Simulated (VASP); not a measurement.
## InP: single point with PBEsol

**What was measured.**

From a printed reference work, data compilation, for a bulk crystal of InP at 1.6 K: band gap 1.4236 eV (direct).

InP:

```xyz
2
Lattice="0.0000 2.9538 2.9538 2.9538 0.0000 2.9538 2.9538 2.9538 0.0000" Properties=species:S:1:pos:R:3 pbc="T T T"
In    0.0000    0.0000    0.0000
P     1.4769    1.4769    1.4769
```

- Program: VASP 6.6.1
- Task: single point
- Functional: PBEsol
- Potentials or basis: VASP PAW PBE potentials, release 64 (In_d, P)
- Cutoff: 500 eV
- k mesh: 6 × 6 × 6
- Occupations: gaussian, width 0.01 eV
- Spin: no spin polarisation
- Dipole correction: no
- Further INCAR settings: ALGO = Normal; EDIFF = 1e-06; NBANDS = 16

```json
{
 "Pressure": "-1.0 GPa",
 "Band gap on the k mesh": "0.48 eV"
}
```

Levels at points of the mesh, in eV from the valence-band top:
```tsv
k point	band 6	band 7	band 8	band 9	band 10	band 11	band 12	band 13
(0.00, 0.00, 0.00)	-11.39	0.00	0.00	0.00	0.48	4.01	4.01	4.01
(0.50, 0.00, 0.00)	-9.71	-5.68	-0.95	-0.95	1.34	4.73	4.73	6.90
(0.50, 0.50, 0.00)	-9.08	-5.72	-2.28	-2.28	1.67	2.16	8.95	9.37
```

Wall time 13 s on 1 thread of Intel(R) Xeon(R) Platinum 8375C CPU @ 2.90GHz (Ice Lake), with other jobs on the host, peak memory 0.17 GiB.

Against the measured gap of InP, 1.4236 eV (direct; 1.6 K; a printed reference work, data compilation), the calculated 0.48 eV is off by -0.94 eV. Spin-orbit coupling on In is left out. The value is that of PBEsol, without temperature or zero-point motion. Semilocal functionals fall short of measured gaps as a rule.

Caveat: semilocal functionals underestimate gaps, and a narrow one can read as zero; the PAW data sets were made with another functional, which shifts forces and pressure a little; spin-orbit coupling is left out, which moves the levels of the heavy elements.
